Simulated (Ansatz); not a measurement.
One input, then a changed one: SrCl$_{2}$

First run: DFT, PBEsol, all-electron LAPW, scalar-relativistic (Ansatz 0.2.0).

Command: `ansatz run input.yaml --threads 1 --pin off --max-ram 3072MiB --backend cpu --events-out ev --progress --plain --runs-dir out` It took 14 s on 1 thread of Arm Neoverse V1, on a shared host, peak memory 0.28 GiB.

```yaml
crystal:
  lattice:
    - [0.0, 3.378968889, 3.378968889]
    - [3.378968889, 0.0, 3.378968889]
    - [3.378968889, 3.378968889, 0.0]
  atoms:
    - { symbol: Sr, position: [0.0, 0.0, 0.0] }
    - { symbol: Cl, position: [0.75, 0.75, 0.75] }
    - { symbol: Cl, position: [0.25, 0.25, 0.25] }
kpoints:
  mp_grid: { grid: [7, 7, 7] }
  band_path:
    path:
      - [0.0, 0.0, 0.0]
      - [0.5, 0.0, 0.5]
      - [0.625, 0.25, 0.625]
      - [0.375, 0.375, 0.75]
      - [0.0, 0.0, 0.0]
      - [0.5, 0.5, 0.5]
      - [0.5, 0.25, 0.75]
      - [0.5, 0.0, 0.5]
    npoints: 6
scf:
  occupations: { method: fermi_dirac, width: 0.03 }
hamiltonian:
  xc: pbesol
  pseudopotentials: { kind: all_electron, lapw: { basis_error: 0.001 } }
output:
  forces: true
  stress: true
  eigenvalues: true
  populations: true
```

The base volume is that of a database entry, so it needn't be at zero pressure; the structure needn't be the stable phase, at rest or compressed.

This run: volume at 0.9 of the series' base cell.

It converges in 7 SCF iterations at a pressure of 2.92 GPa.

The input is then changed:

```diff
   atoms:
-    - { symbol: Sr, position: [0.0, 0.0, 0.0] }
-    - { symbol: Cl, position: [0.75, 0.75, 0.75] }
-    - { symbol: Cl, position: [0.25, 0.25, 0.25] }
+    - { symbol: Sr, position: [0.0, 0.0, 0.0], spin: 1.0 }
+    - { symbol: Cl, position: [0.75, 0.75, 0.75], spin: 2.0 }
+    - { symbol: Cl, position: [0.25, 0.25, 0.25], spin: 1.0 }
 kpoints:
-  mp_grid: { grid: [7, 7, 7] }
+  mp_grid: { grid: [2, 2, 2] }
   band_path:
   occupations: { method: fermi_dirac, width: 0.03 }
+  algorithm: direct_min
 hamiltonian:
   populations: true
+magnetization:
+  spin_polarized: true
```

Predict the outcome of the changed run.

It converges in 12 SCF iterations at a pressure of 3.33 GPa, cell moment 0.00 μB. More than one line changes, and not each need have an effect. Some of the changed settings are coarser than converged work would use. Results part of its log:
```
SCF 1 converged in 12 iterations: F = -111553.258983 eV  dr2 = 8.74e-12
WARN: the starting moments were not kept: the SCF closed with an absolute magnetisation of 3.6e-6 μB, where they sum to 4 μB in size (3 sites). That is at most 0.1 of that sum. Measured as dr2_m measures the in/out step, that magnetisation stands 3.9e-13 eV from none, at or under the dr2_threshold of 1.0e-7 eV: it is no larger than a step whose dr2_m would equal this threshold. The system may hold no moment; this SCF shows only that its start led to no more than that. To try another start: raise the starting moments (crystal.atoms[].spin, magnetization.per_species, magnetization.initial_magnetization, or on a non-collinear deck that types none of these the spinor_matrix: blocks that start its atoms; where the total moment is fixed, keep their sum and leave initial_magnetization as it is; typed ones take the place of any that the run laid by itself, positive ones on a crystal's lanthanoids without a Hubbard term where scf.initial_density.shell_occupations: [] is typed) or, if the notice of its spin-set hold's release reads "site moments contracting" or "site moments show no strong build", lengthen the hold (scf.mixing.spin_hold: { on: { confirm: 4 } }; for m-r²SCAN on two components see the key's manual first). Each may lead to a state that holds a moment. A second SCF, from the converged charge density, with the starting moments and any scf.initial_density.shell_occupations laid on it anew, would have followed, and was not run: the deck does not ask for one (magnetization.retry_lost_moments is false, the default). To let it run, set magnetization.retry_lost_moments: true and run the deck again, where that key's refused combinations let it; where memory then withholds it, that run's warning says so.
NSCF: frozen V_eff on 43 k-points
SCF converged after 12 iterations
Magnetization: 0.0000 μB (28.0000 up, 28.0000 down)
Absolute magnetization: 0.0000 μB (∫|ρ↑−ρ↓|)
Spin contamination: 0.0000 ħ² per cell (⟨S²⟩ above its minimum at these occupations)
Per-site moments (μB) at R_I (Å): [(-6.562257581776976e-8, 1.510558024969234), (2.6533852093280075e-7, 1.4157148278971823), (-3.686022154170132e-8, 1.4157148278971823)]
[... lines left out ...]
  k-point 2 ↑: bands = ["-242.2652", "-242.2652", "-242.2652", "-238.4796", "-238.4796", "-177.6820", "-177.6820", "-177.6820", "-177.6820", "-177.6820", "-177.6820", "-114.4664", "-114.4664", "-114.4636", "-114.4636", "-114.4636", "-27.4674", "-10.1756", "-9.5993", "-9.5993", "-7.9095", "-7.4122", "1.7931", "2.8771", "2.8771", "4.5260", "4.5260", "5.0136", "10.2752", "12.1703", "12.7425", "13.1941", "13.1941", "13.8963", "14.8865", "15.5778"]
  k-point 2 ↓: bands = ["-242.2652", "-242.2652", "-242.2652", "-238.4796", "-238.4796", "-177.6820", "-177.6820", "-177.6820", "-177.6820", "-177.6820", "-177.6820", "-114.4664", "-114.4664", "-114.4636", "-114.4636", "-114.4636", "-27.4674", "-10.1756", "-9.5993", "-9.5993", "-7.9095", "-7.4122", "1.7931", "2.8771", "2.8771", "4.5260", "4.5260", "5.0136", "10.2752", "12.1703", "12.7425", "13.1941", "13.1941", "13.8963", "14.8865", "15.5778"]
--- Löwdin populations: 3 sites ---
  site symbol       q [e]    m [muB]
     0     Sr     36.3539    -0.0000
     1     Cl     17.7195     0.0000
     2     Cl     17.7195     0.0000
  spilling = 0.002876 (of n_electrons = 72.000000)
```
